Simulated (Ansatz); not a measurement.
# Cu (I4/mmm) in Ansatz: a series of runs

Runs on Cu. Level: PBEsol. Tasks: single point, equation of state.

Program: Ansatz 0.2.0. These are calculated values, not measurements. Logs are shortened: lines on timing, memory, paths and dates and some standing lists are left out, and cuts for length are marked.

## Step 1: Starting point

It takes space group I4/mmm (No. 139, tetragonal). Conventional cell: a = 2.886 Å, b = 2.886 Å, c = 2.752 Å, α = 90.00°, β = 90.00°, γ = 90.00°. Around Cu (site symmetry 4/mmm) lie 10 Cu at 2.46 to 2.75 Å.

This isn't the form of Cu at room conditions, which is fcc.

## Step 2: Single point, PBEsol, 10.77 Å³/atom (volume scaled by 0.94)

input.yaml

```yaml
crystal:
  lattice:
    - [-1.413340294, 1.413340294, 1.3479902729]
    - [1.413340294, -1.413340294, 1.3479902729]
    - [1.413340294, 1.413340294, -1.3479902729]
  atoms:
    - { symbol: Cu, position: [0.0, 0.0, 0.0] }
hamiltonian:
  xc: pbesol
  pseudopotentials: { kind: paw, source: jth, xc_functional: pbe }
kpoints:
  mp_grid: { grid: [13, 13, 13] }
scf:
  occupations: { method: fermi_dirac, width: 0.05 }
output:
  forces: true
  stress: true
  eigenvalues: true
```

Potentials or basis: JTH PAW.

Started as:

```sh
ansatz run input.yaml --threads 2 --pin off --max-ram 5632MiB --backend cpu --events-out ev --progress --plain --runs-dir out
```

Output:

```text
Warning: the checks of this Cu dataset prove no rule for summing its radial tables, as where they were carried onto another mesh than they were made on, and Gregory's rule is taken, under which a leading mesh point left out moves its sums only by what lay on the interval it spanned. That does not make them correct, and they differ from Quantum ESPRESSO's on this file; a re-export a fraction of a mesh step off can move them. hamiltonian.pseudopotentials.radial_quadrature: simpson_from_first_knot sums it by `pw.x`'s rule; on a PAW file no value gives `pw.x`'s numbers. What more to know: hamiltonian.pseudopotentials.radial_quadrature, in the input reference
Warning: RAYON_NUM_THREADS=2 ignored (pool sized by the plan → 2); use --threads N
Engine: ansatz 0.2.0, x86_64-unknown-linux-gnu
Pseudopotentials: kind: paw
Pseudopotential: Cu, paw, valence charge 19, recommended cutoff 1350 eV (normal), Cu.paw.azcp
Functional definition: PBEsol
  exchange = pbesol_x
  correlation = pbesol_c
Crystal: 1 atoms, lattice volume = 10.771 Å³
Basis set: ecut = 1350 eV, 1205 PW (Γ), exchange–correlation on 60×60×60 points (8 copies of the dense FFT grid, shifted against one another)
Bands: 14, of which v1, the nominal top of the filled ones, is band 10 counted from 1 (9 counted from 0)
Symmetry: 16 space group operations
Space group: I4/mmm (ITA 139), of the structure as read, at distance tolerance 2.2e-5 Å
k-points: 196 of 2197
Non-local potential: Cu, projectors of the file, l = 0: 2, l = 1: 2, l = 2: 2
PAW form: soft (Blöchl's): semilocal exchange-correlation on the pseudo side does not see the compensation charge
PAW frozen core: Cu, regenerated for the run's functional, and the local potential with it (the file was generated under x = pbe(κ = 0.804, μ = 0.2195149727645171), c = pbe(β = 0.06672455060314922))
PAW one-centre angular grid: Cu, 590 points (default); XC on 64 Gauss nodes
Initial density: superposition of atomic densities (chi_scale 0.1, normalization cell)
Initial wavefunctions: pseudopotential atomic-orbital guess
Functional: x = pbesol(κ = 0.804, μ = 0.12345679012345678), c = pbesol(β = 0.046)
SCF iter   1: F=—  HF=-6589.076123 eV  |F-HF|=—  |Δ(HF+E_count)|=         —  Δρ=2.05e-1  dr2=3.50e0  ethr=3.10e-3  ⟨swp⟩=5.1  Hψ=15056  notcnv=0
preconditioner: auto → none  [metal: Δε(μ)=0.011 eV  Ē_g=17.160 eV  σ=0.050 eV  W_gap=0.05  n_scr=0 (ndim 8)  ℏωp=37.5 eV  f_vac=0.000  D(μ)=0.62/eV (n_scr^D=12)]
SCF iter   2: F=—  HF=-6588.097784 eV  |F-HF|=—  |Δ(HF+E_count)|=   9.78e-1  Δρ=5.08e-2  dr2=2.37e-1  ethr=3.10e-3  ⟨swp⟩=2.7  Hψ=6472  notcnv=0  defer=54
SCF iter   3: F=—  HF=-6588.042956 eV  |F-HF|=—  |Δ(HF+E_count)|=   5.48e-2  Δρ=1.05e-2  dr2=9.75e-3  ethr=1.25e-3  ⟨swp⟩=2.0  Hψ=4432  notcnv=0  defer=56
SCF iter   4: F=—  HF=-6588.041161 eV  |F-HF|=—  |Δ(HF+E_count)|=   1.80e-3  Δρ=3.00e-4  dr2=3.31e-6  ethr=5.13e-5  ⟨swp⟩=2.0  Hψ=3537  notcnv=0  defer=56
SCF iter   5: F=—  HF=-6588.041169 eV  |F-HF|=—  |Δ(HF+E_count)|=   7.97e-6  Δρ=6.38e-5  dr2=8.91e-8  ethr=1.74e-8  ⟨swp⟩=2.6  Hψ=4513  notcnv=0  defer=56
SCF iter   6: F=-6588.041169 eV  HF=-6588.041169 eV  |F-HF|=7.37e-11  |Δ(HF+E_count)|=   2.81e-7  Δρ=1.34e-6  dr2=1.21e-10  ethr=4.69e-10  ⟨swp⟩=3.4  Hψ=10536  notcnv=0
SCF 1 converged in 6 iterations: F = -6588.041169 eV  dr2 = 1.21e-10
SCF converged after 6 iterations
Free energy (F): -6588.041169 eV
Harris-Foulkes:  -6588.041169 eV  (|F-HF|=7.37e-11)
Internal energy: -6588.038827 eV  (E = F + TS)
E sigma→0 (E₀):  -6588.039998 eV
Entropy (-TS):   -0.002342 eV (-2.342 meV/atom)
Fermi energy:    21.916168 eV
--- Per-component energies (eV) ---
  E_band       = -263.854004
  E_kinetic    = 299.906446
  E_local      = -2395.683475  (includes V_loc(G=0)·N_el)
  E_nonlocal   = -1154.046422
  E_hartree    = 1058.491158
  E_xc         = -75.076250
  E_vxc        = -97.314211  (∫ρ·V_xc dr)
  E_paw        = -922.508182  (= ΣΔE_a)
  E_vpaw       = 966.300628  (= ΣTr[D̂ρ^β])
  E_aug_tail   = 0.000051  (compensation charges beyond the density's cutoff)
  E_ewald      = -3399.328166
  E_core_change = 0.206012  (= ΣΔE_core)
  E_smearing   = -0.002342  (= −TS)
  E_closure    = -0.000000  (closes the sum)
  Σ components = -6588.041169   (vs F -6588.041169, Δ=0.00e0)
--- Forces (eV/Å), atoms counted from 1 ---
  atom   1  Cu     0.00000000    -0.00000000    -0.00000000
  max |Σ_I F_I| component: 2.47e-32 eV/Å
--- Stress (GPa, compression-positive) ---
        9.869053      -0.000000      -0.000000
       -0.000000       9.869053       0.000000
        0.000000       0.000000      10.506072
  P = ⅓ Tr σ = 10.0814 GPa (100.814 kbar)
--- Band table (eV; the first three rows and the last of 196) ---
  k-point 0: bands = ["-90.5410", "-47.9735", "-47.9722", "-47.9722", "11.8346", "18.4640", "18.6834", "18.6834", "19.6528", "19.8823", "47.7122", "47.7122", "49.0018", "51.8233"]
  k-point 1: bands = ["-90.5396", "-47.9815", "-47.9765", "-47.9720", "12.0695", "18.4670", "18.6401", "18.7799", "19.6042", "19.8776", "45.0596", "47.4969", "48.4574", "50.4125"]
  k-point 2: bands = ["-90.5359", "-48.0070", "-47.9848", "-47.9713", "12.7567", "18.4584", "18.5214", "19.0545", "19.5044", "19.8662", "40.8668", "46.1542", "47.4721", "48.1713"]
  k-point 195: bands = ["-90.4986", "-48.0956", "-48.0946", "-48.0811", "16.8200", "16.8800", "20.3514", "20.3890", "20.3897", "28.9463", "30.0855", "32.0066", "36.1566", "37.1162"]
```

It took 3.3 s on 2 threads of AMD EPYC 7R13 (Zen 3), shared host; peak memory 0.44 GiB.

Results:

```
Free energy            : -6588.0412 eV
Pressure               : 10.1 GPa
Band gap on the k mesh : none (metal or under the smearing width)
```

## Step 3: Single point, PBEsol, 11.00 Å³/atom (volume scaled by 0.96)

Edit input.yaml of step 2 so:

```diff
@@ -2,5 +2,5 @@
   lattice:
-    - [-1.413340294, 1.413340294, 1.3479902729]
-    - [1.413340294, -1.413340294, 1.3479902729]
-    - [1.413340294, 1.413340294, -1.3479902729]
+    - [-1.4232937226, 1.4232937226, 1.3574834749]
+    - [1.4232937226, -1.4232937226, 1.3574834749]
+    - [1.4232937226, 1.4232937226, -1.3574834749]
   atoms:
```

Potentials or basis: JTH PAW.

Started as:

```sh
ansatz run input.yaml --threads 2 --pin off --max-ram 5632MiB --backend cpu --events-out ev --progress --plain --runs-dir out
```

Run time: 2.5 s. Hardware: 2 threads of AMD EPYC 7R13 (Zen 3), shared host; peak memory 0.46 GiB.

The run converged. Its results:

- Free energy: -6588.0524 eV
- Pressure: 5.8 GPa
- Band gap on the k mesh: none (metal or under the smearing width)

## Step 4: Single point, PBEsol, 11.23 Å³/atom (volume scaled by 0.98)

Edit input.yaml of step 3 so:

```diff
@@ -2,5 +2,5 @@
   lattice:
-    - [-1.4232937226, 1.4232937226, 1.3574834749]
-    - [1.4232937226, -1.4232937226, 1.3574834749]
-    - [1.4232937226, 1.4232937226, -1.3574834749]
+    - [-1.4331098516, 1.4331098516, 1.3668457257]
+    - [1.4331098516, -1.4331098516, 1.3668457257]
+    - [1.4331098516, 1.4331098516, -1.3668457257]
   atoms:
```

Started as:

```sh
ansatz run input.yaml --threads 2 --pin off --max-ram 5632MiB --backend cpu --events-out ev --progress --plain --runs-dir out
```

Wall time 2.7 s (2 threads of AMD EPYC 7R13 (Zen 3), shared host); peak memory 0.45 GiB.

The run converged. Its results:

```
Free energy            : -6588.0579 eV
Pressure               : 1.9 GPa
Band gap on the k mesh : none (metal or under the smearing width)
```

## Step 5: Single point, PBEsol, 11.46 Å³/atom

Edit input.yaml of step 4 so:

```diff
@@ -2,5 +2,5 @@
   lattice:
-    - [-1.4331098516, 1.4331098516, 1.3668457257]
-    - [1.4331098516, -1.4331098516, 1.3668457257]
-    - [1.4331098516, 1.4331098516, -1.3668457257]
+    - [-1.44279332, 1.44279332, 1.37608145]
+    - [1.44279332, -1.44279332, 1.37608145]
+    - [1.44279332, 1.44279332, -1.37608145]
   atoms:
```

Started as:

```sh
ansatz run input.yaml --threads 2 --pin off --max-ram 5632MiB --backend cpu --events-out ev --progress --plain --runs-dir out
```

Wall time 2.8 s (2 threads of AMD EPYC 7R13 (Zen 3), shared host); peak memory 0.46 GiB.

It converged, with:

| Property | Result |
| --- | --- |
| Free energy | -6588.0582 eV |
| Pressure | -1.4 GPa |
| Band gap on the k mesh | none (metal or under the smearing width) |

## Step 6: Single point, PBEsol, 11.69 Å³/atom (volume scaled by 1.02)

Edit input.yaml of step 5 so:

```diff
@@ -2,5 +2,5 @@
   lattice:
-    - [-1.44279332, 1.44279332, 1.37608145]
-    - [1.44279332, -1.44279332, 1.37608145]
-    - [1.44279332, 1.44279332, -1.37608145]
+    - [-1.4523485211, 1.4523485211, 1.3851948378]
+    - [1.4523485211, -1.4523485211, 1.3851948378]
+    - [1.4523485211, 1.4523485211, -1.3851948378]
   atoms:
```

Potentials or basis: JTH PAW.

Started as:

```sh
ansatz run input.yaml --threads 2 --pin off --max-ram 5632MiB --backend cpu --events-out ev --progress --plain --runs-dir out
```

It took 3.1 s on 2 threads of AMD EPYC 7R13 (Zen 3), shared host; peak memory 0.45 GiB.

It converged, with:

- Free energy: -6588.0540 eV
- Pressure: -4.4 GPa
- Band gap on the k mesh: none (metal or under the smearing width)

## Step 7: Single point, PBEsol, 11.92 Å³/atom (volume scaled by 1.04)

Edit input.yaml of step 6 so:

```diff
@@ -2,5 +2,5 @@
   lattice:
-    - [-1.4523485211, 1.4523485211, 1.3851948378]
-    - [1.4523485211, -1.4523485211, 1.3851948378]
-    - [1.4523485211, 1.4523485211, -1.3851948378]
+    - [-1.4617796199, 1.4617796199, 1.3941898615]
+    - [1.4617796199, -1.4617796199, 1.3941898615]
+    - [1.4617796199, 1.4617796199, -1.3941898615]
   atoms:
```

Started as:

```sh
ansatz run input.yaml --threads 2 --pin off --max-ram 5632MiB --backend cpu --events-out ev --progress --plain --runs-dir out
```

Run time: 2.8 s. Hardware: 2 threads of AMD EPYC 7R13 (Zen 3), shared host; peak memory 0.47 GiB.

Results (log left out):

```
Free energy            : -6588.0457 eV
Pressure               : -7.1 GPa
Band gap on the k mesh : none (metal or under the smearing width)
```

## Step 8: Single point, PBEsol, 12.15 Å³/atom (volume scaled by 1.06)

Edit input.yaml of step 7 so:

```diff
@@ -2,5 +2,5 @@
   lattice:
-    - [-1.4617796199, 1.4617796199, 1.3941898615]
-    - [1.4617796199, -1.4617796199, 1.3941898615]
-    - [1.4617796199, 1.4617796199, -1.3941898615]
+    - [-1.4710905692, 1.4710905692, 1.4030702911]
+    - [1.4710905692, -1.4710905692, 1.4030702911]
+    - [1.4710905692, 1.4710905692, -1.4030702911]
   atoms:
```

Started as:

```sh
ansatz run input.yaml --threads 2 --pin off --max-ram 5632MiB --backend cpu --events-out ev --progress --plain --runs-dir out
```

It took 2.6 s on 2 threads of AMD EPYC 7R13 (Zen 3), shared host; peak memory 0.47 GiB.

The run converged. Its results:

```yaml
Free_energy: -6588.0339 eV
Pressure: -9.4 GPa
Band_gap_on_the_k_mesh: none (metal or under the smearing width)
```

## Step 9: Equation of state, PBEsol

Potentials or basis: JTH PAW.

No new run: the results of the series are fitted here.

Results:

```
Equilibrium volume                        : 11.36 Å³/atom
Bulk modulus at fixed shape and positions : 166 GPa
Pressure derivative of the bulk modulus   : 5.1
```

Energy against volume, from the lowest point:
```csv
volume (Å³/atom),energy (meV/atom)
10.771,17.04
11.000,5.76
11.229,0.31
11.458,0.00
11.687,4.24
11.916,12.52
12.146,24.34
```

Caveat: the cell was scaled at fixed shape and fractional positions, which overstates the stiffness of a crystal with free parameters, most of all of layers and chains.
